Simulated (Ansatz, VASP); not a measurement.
**One calculation of Al, two programs**

Contents of INCAR:

```
SYSTEM = Al
ALGO = Normal ; EDIFF = 1E-6
ENCUT = 520 ; GGA = PS
ISIF = 2 ; ISMEAR = -1
LASPH = .TRUE. ; LCHARG = .FALSE.
LREAL = .FALSE. ; LWAVE = .FALSE.
NBANDS = 8 ; NELM = 80
PREC = Accurate ; SIGMA = 0.08
```

File KPOINTS:

```
k-points
0
G
  18 18 18
  0 0 0
```

The input POSCAR:

```
Al
1.0
    0.0000000000      1.9240367727      1.9240367727
    1.9240367727      0.0000000000      1.9240367727
    1.9240367727      1.9240367727      0.0000000000
Al
1
Direct
    0.0000000000      0.0000000000      0.0000000000
```

Input for Ansatz:

```yaml
crystal:
  lattice:
    - [0.0, 1.9240367727, 1.9240367727]
    - [1.9240367727, 0.0, 1.9240367727]
    - [1.9240367727, 1.9240367727, 0.0]
  atoms:
    - { symbol: Al, position: [0.0, 0.0, 0.0] }
kpoints:
  mp_grid: { grid: [18, 18, 18] }
scf:
  occupations: { method: fermi_dirac, width: 0.08 }
hamiltonian:
  xc: pbesol
  pseudopotentials: { kind: all_electron, lapw: { basis_error: 0.001 } }
output:
  forces: true
  stress: true
  eigenvalues: true
  populations: true
```

Change from the starting cell: volume scaled by 0.88, LAPW.

Alike in both runs: task single point; functional PBEsol; k mesh 18 × 18 × 18; occupations fermi-dirac, width 0.08 eV; no spin polarisation.

```csv
,VASP,Ansatz
version,VASP 6.6.1,Ansatz 0.2.0
potentials or method,"VASP PAW PBE potentials, release 64 (Al)","all-electron LAPW, scalar-relativistic"
plane-wave cutoff (eV),520,see its input
```

```tsv
	VASP	Ansatz	Ansatz less VASP
pressure (GPa)	14.0	13.8	-0.19
```

Ansatz ran all-electron here, so the differences hold the error of VASP's frozen core and of both bases.

Caveats: the PAW data sets were made with another functional, which shifts forces and pressure a little (VASP).
